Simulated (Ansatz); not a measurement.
The calculation used Ansatz 0.2.0, DFT PBE, scalar-relativistic, plane waves, PAW. The screen uses 420 eV, coarse Γ-centred meshes (up to 0.6 Å⁻¹ on the start cell), Gaussian smearing of 0.15 eV, tolerances of 0.08 eV/Å and 0.8 GPa and 16 steps at most, with the symmetry of each start kept. Magnetic atoms start with parallel moments. Energies are free energies per atom, good to about 0.1 eV/atom between metallic cells, end volumes are rough, and groups of ends are read at 0.1 Å.

Two trial cells of CoH₃, not yet relaxed:

A.

```
CELL_PARAMETERS angstrom
2.88698 0.00000 0.00000
-1.44349 2.50020 0.00000
0.00000 0.00000 5.75686
ATOMIC_POSITIONS crystal
Co 0.00000 0.00000 0.50000
H 0.33333 0.66667 0.50000
H 0.66667 0.33333 0.50000
H 0.00000 0.00000 0.00000
```

B.

```
CELL_PARAMETERS angstrom
3.28216 0.00000 0.00000
0.00000 3.28216 0.00000
0.00000 0.00000 3.24629
ATOMIC_POSITIONS crystal
Co 0.00000 0.00000 0.00000
H 0.00000 0.00000 0.50000
H 0.50000 0.00000 0.00000
H 0.00000 0.50000 0.00000
```

Task: Which is lower as given, and which after relaxing?

Result: As given, B is lower by 0.43 eV/atom. Relaxed, A is lower by 0.18 eV/atom, so the order turns round. A goes from P6/mmm at 10.4 Å³/atom to P6/mmm at 5.8 Å³/atom and gains 0.63 eV/atom. B goes from P4/mmm at 8.7 Å³/atom to Pm-3m at 7.8 Å³/atom and gains 0.03 eV/atom. The closest pair in A goes from Co–H and H–H at 1.67 Å to Co–H at 1.57 Å. The closest pair in B goes from Co–H at 1.62 Å to Co–H at 1.57 Å. At the end: counting H atoms around Co (those within 1.25 times the shortest such distance or 1.15 times the sum of covalent radii, 1.27 where that leaves under three), A has Co 8 and B has Co 6.

With hydrogen, zero-point motion can shift such differences by 10 meV/atom or more. Other magnetic orders may lie lower.
